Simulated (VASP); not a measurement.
Wanted: the native input for a VASP 6.6.1 run.

| Item | Value |
| --- | --- |
| Task | relaxation of cell and atoms |
| Functional | r2SCAN |
| Potentials or basis | VASP PAW PBE potentials, release 64 (Si) |
| Cutoff | 600 eV |
| k mesh | 12 × 12 × 12 |
| Occupations | fermi-dirac, width 0.05 eV |
| Spin | no spin polarisation |
| Ladder | gaps |
| Further INCAR settings | ALGO = Normal; EDIFF = 1e-06; IBRION = 2; EDIFFG = -0.01; NSW = 40; ISIF = 3 |

The structure of Si lies in POSCAR:

```
Si
1.0
   -1.6269149300      1.6269149300      1.3203298500
    1.6269149300     -1.6269149300      1.3203298500
    1.6269149300      1.6269149300     -1.3203298500
Si
1
Direct
    0.0000000000      0.0000000000      0.0000000000
```

This isn't the form of Si at room conditions, which is diamond.

One way to write it, as run:

INCAR

```
SYSTEM = Si
PREC = Accurate
ENCUT = 600
EDIFF = 1E-6
ISMEAR = -1
SIGMA = 0.05
LREAL = .FALSE.
LASPH = .TRUE.
NELM = 80
ALGO = Normal
ISIF = 3
LWAVE = .FALSE.
LCHARG = .FALSE.
METAGGA = R2SCAN
LMIXTAU = .TRUE.
IBRION = 2
NSW = 40
EDIFFG = -0.01
```

KPOINTS

```
regular mesh
0
G
  12 12 12
  0 0 0
```

Potentials or basis: VASP PAW PBE potentials, release 64 (Si).

Launch:

```bash
$ cat potpaw_PBE.64/Si/POTCAR > POTCAR
$ mpirun -np 1 vasp_std > vasp.out
```

Results of the run:

```json
{"Relaxed volume": "14.08 Å³/atom", "Relaxed cell": "a = 2.671 Å, b = 2.671 Å, c = 2.671 Å, α = 103.28°, β = 103.28°, γ = 122.71°", "Space group after relaxing (to 0.05 Å)": "I4/mmm (No. 139)", "Energy gained by relaxing": "9.5 meV/atom", "Ionic steps": "9", "Pressure after relaxing": "0.0 GPa", "Band gap on the k mesh": "none (metal or under the smearing width)"}
```

Caveat: the PAW data sets were made with another functional, which shifts forces and pressure a little.

Run time: 4.2 min on 1 thread of AMD EPYC 9R45 96-Core Processor (Zen 5), on a shared host, peak memory 0.12 GiB.
